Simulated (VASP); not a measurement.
From VASP inputs to Ansatz: HgTe (rocksalt)

INCAR

```
LREAL = .FALSE.
IBRION = -1
NELM = 120
ENCUT = 520
GGA = CA
ISMEAR = -1
LWAVE = .FALSE.
NBANDS = 16
ISIF = 2
EDIFF = 1E-7
LCHARG = .FALSE.
NSW = 0
LASPH = .TRUE.
SIGMA = 0.02
PREC = Accurate
```

KPOINTS

```
KPOINTS created by Atomic Simulation Environment
0
Gamma
8 8 8
0 0 0
```

KPOINTS_OPT

```
special points
6
Reciprocal
0.0000000000 0.0000000000 0.0000000000 1
0.5000000000 0.0000000000 0.5000000000 1
0.5000000000 0.2500000000 0.7500000000 1
0.3750000000 0.3750000000 0.7500000000 1
0.5000000000 0.5000000000 0.5000000000 1
0.6250000000 0.2500000000 0.6250000000 1
```

POSCAR

```
Hg Te
 1.0000000000000000
     0.0000000000000000    3.0434522883094655    3.0434522883094655
     3.0434522883094659    0.0000000000000000    3.0434522883094655
     3.0434522883094659    3.0434522883094655   -0.0000000000000000
 Hg  Te
   1   1
Cartesian
 -0.0000000000000000 -0.0000000000000000  0.0000000000000000
  3.0434522883094655  3.0434522883094659  3.0434522883094663
```

VASP ran with the recommended LDA PAW datasets (18 valence electrons in the cell).

Question: Translate these files to an Ansatz input.

Answer: 

```yaml
crystal:
  lattice:
    - [0.0, 3.0434522883, 3.0434522883]
    - [3.0434522883, 0.0, 3.0434522883]
    - [3.0434522883, 3.0434522883, 0.0]
  atoms:
    - { symbol: Hg, position: [0.0, 0.0, 0.0] }
    - { symbol: Te, position: [0.5, 0.5, 0.5] }
kpoints:
  mp_grid: { grid: [8, 8, 8] }
  band_path:
    path:
      - [0.0, 0.0, 0.0]
      - [0.5, 0.0, 0.5]
      - [0.5, 0.25, 0.75]
      - [0.375, 0.375, 0.75]
      - [0.5, 0.5, 0.5]
      - [0.625, 0.25, 0.625]
    npoints: 1
hamiltonian:
  xc: lda
scf:
  occupations: { method: fermi_dirac, width: 0.02 }
  n_extra_bands: 4
output:
  forces: true
  stress: true
  eigenvalues: true
```

Other inputs would serve too.

```json
{"": "gap between bands v and c", "VASP": "-2.58 eV (bands overlap: a metal)", "Ansatz": "-2.58 eV (bands overlap: a metal)"}
{"": "least direct gap", "VASP": "0.00 eV", "Ansatz": "0.00 eV"}
{"": "pressure", "VASP": "-3.7 GPa", "Ansatz": "-4.1 GPa"}
```

Datasets and cutoffs are each program's own. VASP's cell holds 18 valence electrons and Ansatz's 36. LDA means the Perdew–Zunger form with relativistic exchange in VASP and the Perdew–Wang form in Ansatz. Ansatz's stress includes a Pulay correction; VASP's doesn't.
